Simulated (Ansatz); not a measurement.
Si:

```xyz
2
Lattice="0.0000 2.7219 2.7219 2.7219 0.0000 2.7219 2.7219 2.7219 0.0000" Properties=species:S:1:pos:R:3 pbc="T T T"
Si    2.7219    2.7219    2.7219
Si    4.0828    4.0828    4.0828
```

```yaml
Program: Ansatz 0.2.0
Task: relaxation of cell and atoms
Functional: RPBE
Potentials_or_basis: all-electron LAPW, scalar-relativistic
Basis_error_allowed: 0.001 eV/atom
k_mesh: 8 × 8 × 8
Occupations: fermi-dirac, width 0.05 eV
Spin: no spin polarisation
```

At the start: volume 20.16 Å³/atom.

Problem. How do energy, volume and symmetry change on relaxing?

Solution. Over 4 steps the energy falls by 5.8 meV/atom and the volume is 20.81 Å³/atom (+3.2 %); space group Fd-3m (No. 227, to 0.05 Å).

Step by step:
```csv
step,energy change (eV),largest force (eV/Å),volume (Å³)
1,0.0000,0.0000,40.33
2,-0.0108,0.0000,41.30
3,-0.0115,0.0000,41.62
4,-0.0115,0.0000,41.62
```

Final structure:
```
CELL_PARAMETERS angstrom
0.00000 2.75059 2.75059
2.75059 0.00000 2.75059
2.75059 2.75059 0.00000
ATOMIC_POSITIONS crystal
Si 0.50000 0.50000 0.50000
Si 0.75000 0.75000 0.75000
```
